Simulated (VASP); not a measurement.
Write the native input for VASP 6.6.1 that does the following.

```
Task                   : dielectric tensor
Functional             : PBE
Potentials or basis    : VASP PAW PBE potentials, release 64 (Ba_sv, Ti_sv, O)
Cutoff                 : 520 eV
k mesh                 : 10 × 10 × 10
Occupations            : gaussian, width 0.03 eV
Spin                   : no spin polarisation
Monkhorst-Pack mesh    : yes
Further INCAR settings : ALGO = Normal; EDIFF = 1e-08
```

The structure of BaTiO3 lies in POSCAR:

```
BaTiO3                                  
1.0
    3.9671433514      0.0000000000      0.0000000000
    0.0000000000      3.9671433514      0.0000000000
    0.0000000000      0.0000000000      4.0656693611
  Ba              Ti              O             
     1     1     3
Direct
     1.0000000000000000    0.0000000000000000    0.9986018169556405
     0.5000000000000000    0.5000000000000000    0.4819255879355182
     0.5000000000000000    0.5000000000000000    0.0291004766978163
     0.5000000000000000    0.0000000000000000    0.5166860592055121
     1.0000000000000000    0.5000000000000000    0.5166860592055121
```

The input as run:

INCAR

```
PREC = Accurate ; ENCUT = 520
EDIFF = 1E-8 ; ISMEAR = 0
SIGMA = 0.03 ; LREAL = F
LASPH = T ; NELM = 80
ALGO = Normal ; ISIF = 2
LWAVE = F ; LCHARG = F
GGA = PE ; LEPSILON = T
KPAR = 2
```

KPOINTS

```
regular mesh
0
Monkhorst-Pack
  10 10 10
```

Potentials or basis: VASP PAW PBE potentials, release 64 (Ba_sv, Ti_sv, O).

Run with:

```bash
$ cat potpaw_PBE.64/Ba_sv/POTCAR potpaw_PBE.64/Ti_sv/POTCAR potpaw_PBE.64/O/POTCAR > POTCAR
$ mpirun -np 2 vasp_std > vasp.out
```

Results of the run:

```
Electronic dielectric tensor (diagonal) : 6.39, 6.39, 5.63
Born charges (mean of the diagonal)     : Ba +2.77; Ti +6.61; O -2.88, -3.25 e
```

Wall time 18 min on 2 MPI ranks on AMD EPYC 9R45 (Zen 5) (shared host), peak memory 0.93 GiB a rank.
